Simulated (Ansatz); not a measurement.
input.yaml

```yaml
crystal:
  lattice:
    - [0.0, 2.1085, 2.1085]
    - [2.1085, 0.0, 2.1085]
    - [2.1085, 2.1085, 0.0]
  atoms:
    - { symbol: Mg, position: [0.0, 0.0, 0.0] }
    - { symbol: O, position: [0.5, 0.5, 0.5] }
basis:
  ecutwfc: 420
kpoints:
  mp_grid: { grid: [8, 8, 8] }
hamiltonian:
  xc: pbe
scf:
  occupations: { method: gaussian, width: 0.1 }
output:
  forces: true
  stress: true
  eigenvalues: true
```

Command:
```bash
ansatz run input.yaml --threads 2 --pin off --max-ram 5120MiB --backend cpu --events-out ev --progress --plain --runs-dir out
```

Level of theory: DFT PBE, scalar-relativistic, plane waves, PAW in Ansatz.

Abridged output:

```
Pseudopotentials: kind: paw
Pseudopotential: Mg, paw, valence charge 10, recommended cutoff 420 eV (normal)
Pseudopotential: O, paw, valence charge 6, recommended cutoff 420 eV (normal)
Functional definition: PBE
Crystal: 2 atoms, lattice volume = 18.748 Å³
Basis set: ecut = 420 eV, 339 PW (Γ), exchange–correlation on 40×40×40 points (8 copies of the dense FFT grid, shifted against one another)
Bands: 12, of which v1, the nominal top of the filled ones, is band 8 counted from 1 (7 counted from 0)
Symmetry: 48 space group operations
Space group: Fm-3m (ITA 225), of the structure as read, at distance tolerance 2.7e-5 Å
k-points: 29 of 512
Initial density: superposition of atomic densities (neutral atoms: chi_scale 0, normalization atom), corrected by the library's trained network
Initial wavefunctions: pseudopotential atomic-orbital guess
Functional: x = pbe(κ = 0.804, μ = 0.21951497), c = pbe(β = 0.06672455)
SCF iter   1: F=—  HF=-2494.132296 eV  |F-HF|=—  |Δ(HF+E_count)|=         —  Δρ=5.79e-4  dr2=8.87e-6  ethr=1.77e-3  ⟨swp⟩=5.0  Hψ=1964  notcnv=0
SCF iter   2: F=—  HF=-2494.132645 eV  |F-HF|=—  |Δ(HF+E_count)|=   3.49e-4  Δρ=3.90e-4  dr2=1.16e-5  ethr=5.55e-8  ⟨swp⟩=3.7  Hψ=1016  notcnv=0
SCF iter   3: F=—  HF=-2494.132663 eV  |F-HF|=—  |Δ(HF+E_count)|=   1.81e-5  Δρ=2.31e-4  dr2=3.42e-6  ethr=5.55e-8  ⟨swp⟩=2.0  Hψ=551  notcnv=0
SCF iter   4: F=—  HF=-2494.132682 eV  |F-HF|=—  |Δ(HF+E_count)|=   1.88e-5  Δρ=4.27e-5  dr2=1.59e-7  ethr=2.14e-8  ⟨swp⟩=2.0  Hψ=551  notcnv=0
SCF iter   5: F=-2494.132682 eV  HF=-2494.132682 eV  |F-HF|=1.88e-8  |Δ(HF+E_count)|=   5.36e-8  Δρ=1.26e-5  dr2=1.48e-8  ethr=9.95e-10  ⟨swp⟩=2.1  Hψ=560  notcnv=0
SCF iter   6: F=-2494.132682 eV  HF=-2494.132682 eV  |F-HF|=2.87e-9  |Δ(HF+E_count)|=   8.07e-9  Δρ=4.84e-6  dr2=2.43e-9  ethr=9.24e-11  ⟨swp⟩=1.8  Hψ=1128  notcnv=0
SCF 1 converged in 6 iterations: F = -2494.132682 eV  dr2 = 2.43e-9
SCF converged after 6 iterations
Free energy (F): -2494.132682 eV
Harris-Foulkes:  -2494.132682 eV  (|F-HF|=2.87e-9)
Internal energy: -2494.132682 eV  (E = F + TS)
E sigma→0 (E₀):  -2494.132682 eV
Fermi energy:    10.447088 eV
--- Per-component energies (eV) ---
  E_band       = -293.272058
  E_kinetic    = 255.750224
  E_local      = -1604.634455  (includes V_loc(G=0)·N_el)
  E_nonlocal   = 142.806509
  E_hartree    = 555.153691
  E_xc         = -105.260226
  E_vxc        = -134.890685  (∫ρ·V_xc dr)
  E_paw        = -450.094068  (= ΣΔE_a)
  E_vpaw       = -62.612020  (= ΣTr[D̂ρ^β])
  E_aug_tail   = 0.002520  (compensation charges beyond the density's cutoff)
  E_ewald      = -1287.856876
  E_smearing   =  0.000000  (= −TS)
--- Forces (eV/Å), atoms counted from 1 ---
  atom   1  Mg     0.00000000     0.00000000     0.00000000
  atom   2  O      0.00000000     0.00000000     0.00000000
--- Stress (GPa, compression-positive) ---
        4.091009       0.000000       0.000000
        0.000000       4.091009       0.000000
        0.000000       0.000000       4.091009
  P = ⅓ Tr σ = 4.0910 GPa (40.910 kbar)
--- Band table (eV; the first three rows and the last of 29) ---
  k-point 0: bands = ["-64.2175", "-30.9390", "-30.9390", "-30.9390", "-9.1430", "8.0914", "8.0914", "8.0914", "12.8004", "23.8927", "23.8927", "23.8927"]
  k-point 1: bands = ["-64.2163", "-30.9516", "-30.9402", "-30.9402", "-8.9756", "7.1410", "7.9892", "7.9892", "13.7133", "22.2083", "24.2477", "24.2477"]
  k-point 2: bands = ["-64.2133", "-30.9818", "-30.9433", "-30.9433", "-8.5419", "5.4464", "7.7544", "7.7544", "15.1632", "20.6567", "24.7386", "24.7386"]
  k-point 28: bands = ["-64.2062", "-30.9892", "-30.9892", "-30.9693", "-7.5522", "5.1702", "5.1702", "6.3330", "19.7290", "19.7290", "20.2311", "23.5853"]
```

The run converged.

The run took 2.3 s on 2 threads of Intel(R) Xeon(R) Processor @ 2.50GHz (Skylake/Cascade Lake), with other jobs on the host, peak memory 0.26 GiB.

The k mesh is coarse.